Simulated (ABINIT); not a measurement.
Crystal: CuAu.

```
CELL_PARAMETERS angstrom
2.81075 0.00000 0.00000
0.00000 2.81075 0.00000
0.00000 0.00000 3.68500
ATOMIC_POSITIONS crystal
Au 0.00000 0.00000 0.00000
Cu 0.50000 0.50000 0.50000
```

- Program: ABINIT 10.8.3 (patched build)
- Task: relaxation of cell and atoms
- Functional: PBEsol
- Potentials or basis: JTH PAW PBE v2.0
- Cutoff: 707 eV
- k mesh: 9 × 9 × 7
- Occupations: fermi-dirac, width 0.05 eV
- Spin: no spin polarisation

At the start: pressure -3.4 GPa; volume 14.56 Å³/atom.

Problem. How do energy, volume and symmetry change on relaxing?

Solution. Over 7 steps the energy falls by 3.4 meV/atom and the volume is 14.26 Å³/atom (-2.1 %); space group P4/mmm (No. 123, to 0.05 Å).

Step by step:
| step | energy change (eV) | largest force (eV/Å) | pressure (GPa) | volume (Å³) |
| --- | --- | --- | --- | --- |
| 1 | 0.0000 | 0.0000 | -3.40 | 29.11 |
| 2 | -0.0049 | 0.0000 | -1.73 | 28.81 |
| 3 | -0.0065 | 0.0000 | 0.09 | 28.50 |
| 4 | -0.0066 | 0.0000 | 0.03 | 28.51 |
| 5 | -0.0068 | 0.0000 | -0.10 | 28.53 |
| 6 | -0.0068 | 0.0000 | -0.04 | 28.52 |
| 7 | -0.0068 | 0.0000 | 0.00 | 28.51 |

Final structure:
```cif
data_structure
_symmetry_space_group_name_H-M 'P 1'
_symmetry_Int_Tables_number 1
_cell_length_a 2.7989
_cell_length_b 2.7989
_cell_length_c 3.6394
_cell_angle_alpha 90.000
_cell_angle_beta 90.000
_cell_angle_gamma 90.000
_cell_volume 28.51
loop_
_atom_site_label
_atom_site_type_symbol
_atom_site_fract_x
_atom_site_fract_y
_atom_site_fract_z
_atom_site_occupancy
Au1 Au 0.00000 0.00000 0.00000 1
Cu1 Cu 0.50000 0.50000 0.50000 1
```

Caveat: the PAW data sets were made with another functional, which shifts forces and pressure a little.
